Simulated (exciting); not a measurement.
# Tm (Im-3m) in exciting: a series of runs

One crystal, Tm, is run at these levels: PBE; tasks: equation of state.

Everything below comes from runs of exciting (release sodium). Logs are shortened: lines on timing, memory, paths and dates and some standing lists are left out, and cuts for length are marked.

### Step 1. The structure

Symmetry: Im-3m, No. 229, cubic system. Conventional cell: a = 3.941 Å, b = 3.941 Å, c = 3.941 Å, α = 90.00°, β = 90.00°, γ = 90.00°. Tm (site symmetry m-3m) is surrounded by 8 Tm at 3.41 Å.

This isn't the form of Tm at room conditions, which is hcp.

### Step 2. Equation of state, PBE, 28.77 Å³/atom (volume scaled by 0.94)

Input file input.xml:

```xml
<input>
  <title>Tm</title>
  <structure speciespath="./" tshift="false">
    <crystal scale="1">
      <basevect>-3.647782472730 3.647782472730 3.647782472730</basevect>
      <basevect>3.647782472730 -3.647782472730 3.647782472730</basevect>
      <basevect>3.647782472730 3.647782472730 -3.647782472730</basevect>
    </crystal>
    <species speciesfile="Tm.xml" rmt="2.3">
      <atom coord="0.000000000000 0.000000000000 0.000000000000"/>
    </species>
  </structure>
  <groundstate do="fromscratch" ngridk="10 10 10" rgkmax="9.5" gmaxvr="14" lmaxapw="10" lmaxmat="10" lmaxvr="8" xctype="GGA_PBE" stype="Gaussian" swidth="0.00036749" nempty="14" ValenceRelativity="iora*" epsengy="1e-05" epspot="1e-05" maxscl="60" outputlevel="low"/>
</input>
```

Potentials or basis: all-electron LAPW+lo, shipped species files, valence relativity iora*.

Launch:

```bash
$ OMP_NUM_THREADS=1 exciting_smp
```

INFO.OUT:

```text
================================================================================
EXCITING SODIUM started
[... 10 lines left out ...]

 Lattice vectors (cartesian) :
     -3.6477824727      3.6477824727      3.6477824727
      3.6477824727     -3.6477824727      3.6477824727
      3.6477824727      3.6477824727     -3.6477824727

 Reciprocal lattice vectors (cartesian) :
      0.0000000000      0.8612335514      0.8612335514
      0.8612335514      0.0000000000      0.8612335514
      0.8612335514      0.8612335514      0.0000000000

 Unit cell volume                           :     194.1541992550
 Brillouin zone volume                      :       1.2775938630

 Species :    1 (Tm)
     parameters loaded from                 :    Tm.xml
     name                                   :    thulium

     atomic positions (lattice) :
       1 :   0.00000000  0.00000000  0.00000000

 Total number of atoms per unit cell        :       1

 Spin treatment                             :    spin-unpolarised

 Number of Bravais lattice symmetries       :      48
 Number of crystal symmetries               :      48

 k-point grid                               :      10   10   10
 Total number of k-points                   :      47
 k-point set is reduced with crystal symmetries

 R^MT_min * |G+k|_max (rgkmax)              :       9.50000000

 G-vector grid sizes                        :      30    30    30
 Total number of G-vectors                  :    8949

 Total nuclear charge                       :     -69.00000000
 Total electronic charge                    :      69.00000000

 Number of empty states                     :      14
 Total number of valence states             :      26

 Exchange-correlation type                  :      20
     Perdew-Burke-Ernzerhof, Phys. Rev. Lett. 77, 3865 (1996)
     Generalised gradient approximation (GGA)

 Smearing scheme                            :    Gaussian
 Smearing width                             :       0.00036749

++++++++++++++++++++++++++++++++++++++++++++++++++++++++++++++++++++++++++++++++
+ Ending initialization                                                        +
++++++++++++++++++++++++++++++++++++++++++++++++++++++++++++++++++++++++++++++++

********************************************************************************
* Groundstate module started                                                   *
********************************************************************************
 Output level for this task is set to low

++++++++++++++++++++++++++++++++++++++++++++++++++++++++++++++++++++++++++++++++
[... 5 lines left out ...]
+ SCF iteration number :    1                                                  +
++++++++++++++++++++++++++++++++++++++++++++++++++++++++++++++++++++++++++++++++
 Total energy                               :    -13390.49597103
 _______________________________________________________________
 Fermi energy                               :         0.37521197
 DOS at Fermi energy (states/Ha/cell)       :      1622.80028378
 Electron charge: Core leakage              :         0.00006006

++++++++++++++++++++++++++++++++++++++++++++++++++++++++++++++++++++++++++++++++
+ SCF iteration number :    2                                                  +
++++++++++++++++++++++++++++++++++++++++++++++++++++++++++++++++++++++++++++++++
 Total energy                               :    -13810.90235675
 _______________________________________________________________
 Fermi energy                               :         0.22850453
 DOS at Fermi energy (states/Ha/cell)       :        69.09836595
 Electron charge: Core leakage              :         0.00003480

 RMS change in effective potential (target) :   1.14001      ( 0.100000E-04)
 Absolute change in total energy   (target) :   420.406      ( 0.100000E-04)
 Charge distance                   (target) :  0.137516      ( 0.100000E-04)

++++++++++++++++++++++++++++++++++++++++++++++++++++++++++++++++++++++++++++++++
+ SCF iteration number :    3                                                  +
++++++++++++++++++++++++++++++++++++++++++++++++++++++++++++++++++++++++++++++++
 Total energy                               :    -13694.37847726
 _______________________________________________________________
 Fermi energy                               :         0.24590979
 DOS at Fermi energy (states/Ha/cell)       :        53.34417362
 Electron charge: Core leakage              :         0.00005038
[... 70 lines left out ...]
++++++++++++++++++++++++++++++++++++++++++++++++++++++++++++++++++++++++++++++++
+ SCF iteration number :    9                                                  +
++++++++++++++++++++++++++++++++++++++++++++++++++++++++++++++++++++++++++++++++
 Total energy                               :    -13587.26290462
 _______________________________________________________________
 Fermi energy                               :         0.29255108
 DOS at Fermi energy (states/Ha/cell)       :       827.22444606
 Electron charge: Core leakage              :         0.00005523

 RMS change in effective potential (target) :  0.253785E-01  ( 0.100000E-04)
 Absolute change in total energy   (target) :   11.5898      ( 0.100000E-04)
 Charge distance                   (target) :  0.691696E-02  ( 0.100000E-04)

++++++++++++++++++++++++++++++++++++++++++++++++++++++++++++++++++++++++++++++++
+ SCF iteration number :   10                                                  +
++++++++++++++++++++++++++++++++++++++++++++++++++++++++++++++++++++++++++++++++
 Total energy                               :    -13577.94301836
 _______________________________________________________________
 Fermi energy                               :         0.29820233
 DOS at Fermi energy (states/Ha/cell)       :      1179.77011738
 Electron charge: Core leakage              :         0.00005556

 RMS change in effective potential (target) :  0.209242E-01  ( 0.100000E-04)
 Absolute change in total energy   (target) :   9.31989      ( 0.100000E-04)
 Charge distance                   (target) :  0.624257E-02  ( 0.100000E-04)

++++++++++++++++++++++++++++++++++++++++++++++++++++++++++++++++++++++++++++++++
[... 38 further cycles ...]
+ SCF iteration number :   49                                                  +
++++++++++++++++++++++++++++++++++++++++++++++++++++++++++++++++++++++++++++++++
 Total energy                               :    -13582.14848091
 _______________________________________________________________
 Fermi energy                               :         0.29484415
 DOS at Fermi energy (states/Ha/cell)       :       952.44185849
 Electron charge: Core leakage              :         0.00005544

 RMS change in effective potential (target) :  0.413820E-06  ( 0.100000E-04)
 Absolute change in total energy   (target) :  0.446271E-04  ( 0.100000E-04)
 Charge distance                   (target) :  0.183315E-07  ( 0.100000E-04)

++++++++++++++++++++++++++++++++++++++++++++++++++++++++++++++++++++++++++++++++
+ SCF iteration number :   50                                                  +
++++++++++++++++++++++++++++++++++++++++++++++++++++++++++++++++++++++++++++++++
 Total energy                               :    -13582.14828632
 _______________________________________________________________
 Fermi energy                               :         0.29484415
 DOS at Fermi energy (states/Ha/cell)       :       952.44586413
 Electron charge: Core leakage              :         0.00005544

 RMS change in effective potential (target) :  0.138495E-05  ( 0.100000E-04)
 Absolute change in total energy   (target) :  0.194588E-03  ( 0.100000E-04)
 Charge distance                   (target) :  0.792940E-07  ( 0.100000E-04)

++++++++++++++++++++++++++++++++++++++++++++++++++++++++++++++++++++++++++++++++
+ SCF iteration number :   51                                                  +
++++++++++++++++++++++++++++++++++++++++++++++++++++++++++++++++++++++++++++++++
 Total energy                               :    -13582.14847255
 _______________________________________________________________
 Fermi energy                               :         0.29484415
 DOS at Fermi energy (states/Ha/cell)       :       952.44214607
 Electron charge: Core leakage              :         0.00005544
[... 70 lines left out ...]
++++++++++++++++++++++++++++++++++++++++++++++++++++++++++++++++++++++++++++++++
+ SCF iteration number :   57                                                  +
++++++++++++++++++++++++++++++++++++++++++++++++++++++++++++++++++++++++++++++++
 Total energy                               :    -13582.14856362
 _______________________________________________________________
 Fermi energy                               :         0.29484415
 DOS at Fermi energy (states/Ha/cell)       :       952.44029133
 Electron charge: Core leakage              :         0.00005544

 RMS change in effective potential (target) :  0.992076E-09  ( 0.100000E-04)
 Absolute change in total energy   (target) :  0.263104E-05  ( 0.100000E-04)
 Charge distance                   (target) :  0.333996E-08  ( 0.100000E-04)

++++++++++++++++++++++++++++++++++++++++++++++++++++++++++++++++++++++++++++++++
+ SCF iteration number :   58                                                  +
++++++++++++++++++++++++++++++++++++++++++++++++++++++++++++++++++++++++++++++++
 Total energy                               :    -13582.14856414
 _______________________________________________________________
 Fermi energy                               :         0.29484415
 DOS at Fermi energy (states/Ha/cell)       :       952.44016609
 Electron charge: Core leakage              :         0.00005544

 RMS change in effective potential (target) :  0.193534E-08  ( 0.100000E-04)
 Absolute change in total energy   (target) :  0.517244E-06  ( 0.100000E-04)
 Charge distance                   (target) :  0.116686E-08  ( 0.100000E-04)

++++++++++++++++++++++++++++++++++++++++++++++++++++++++++++++++++++++++++++++++
| Convergency criteria checked for the last 2 iterations                       +
| Convergence targets achieved. Performing final SCF iteration                 +
++++++++++++++++++++++++++++++++++++++++++++++++++++++++++++++++++++++++++++++++
 Total energy                               :    -13582.14856544
 _______________________________________________________________
 Fermi energy                               :         0.29484415
 DOS at Fermi energy (states/Ha/cell)       :       952.44015671
 Electron charge: Core leakage              :         0.00005544

++++++++++++++++++++++++++++++++++++++++++++++++++++++++++++++++++++++++++++++++
[... 12 lines left out ...]
| EXCITING SODIUM stopped                                                      =
================================================================================
```

Wall time 3 min (1 thread of Arm Neoverse V2, shared host); peak memory 0.11 GiB.

Results:

| Item | Value |
| --- | --- |
| Free energy | -369589.0924 eV |
| Band gap on the k mesh | none (metal or under the smearing width) |

Caveat: the log's total energy holds no entropy term; the free energy is that total less TS from the occupations.

### Step 3. Equation of state, PBE, 29.38 Å³/atom (volume scaled by 0.96)

input.xml, as its differences from that of step 2:

```diff
@@ -4,5 +4,5 @@
     <crystal scale="1">
-      <basevect>-3.647782472730 3.647782472730 3.647782472730</basevect>
-      <basevect>3.647782472730 -3.647782472730 3.647782472730</basevect>
-      <basevect>3.647782472730 3.647782472730 -3.647782472730</basevect>
+      <basevect>-3.673471928020 3.673471928020 3.673471928020</basevect>
+      <basevect>3.673471928020 -3.673471928020 3.673471928020</basevect>
+      <basevect>3.673471928020 3.673471928020 -3.673471928020</basevect>
     </crystal>
```

Potentials or basis: all-electron LAPW+lo, shipped species files, valence relativity iora*.

Launch:

```bash
$ OMP_NUM_THREADS=1 exciting_smp
```

Wall time 2.4 min (1 thread of Arm Neoverse V2, shared host); peak memory 0.11 GiB.

The run converged. Its results:

| Quantity | Value |
| --- | --- |
| Free energy | -369589.1059 eV |
| Band gap on the k mesh | none (metal or under the smearing width) |

Caveat: the log's total energy holds no entropy term; the free energy is that total less TS from the occupations.

### Step 4. Equation of state, PBE, 30.61 Å³/atom

input.xml, as its differences from that of step 3:

```diff
@@ -4,5 +4,5 @@
     <crystal scale="1">
-      <basevect>-3.673471928020 3.673471928020 3.673471928020</basevect>
-      <basevect>3.673471928020 -3.673471928020 3.673471928020</basevect>
-      <basevect>3.673471928020 3.673471928020 -3.673471928020</basevect>
+      <basevect>-3.723799715293 3.723799715293 3.723799715293</basevect>
+      <basevect>3.723799715293 -3.723799715293 3.723799715293</basevect>
+      <basevect>3.723799715293 3.723799715293 -3.723799715293</basevect>
     </crystal>
```

Launch:

```bash
$ OMP_NUM_THREADS=1 exciting_smp
```

Wall time 2.9 min (1 thread of Arm Neoverse V2, shared host); peak memory 0.1 GiB.

It converged, with:

| Item | Value |
| --- | --- |
| Free energy | -369589.1271 eV |
| Band gap on the k mesh | none (metal or under the smearing width) |

Caveat: the log's total energy holds no entropy term; the free energy is that total less TS from the occupations.
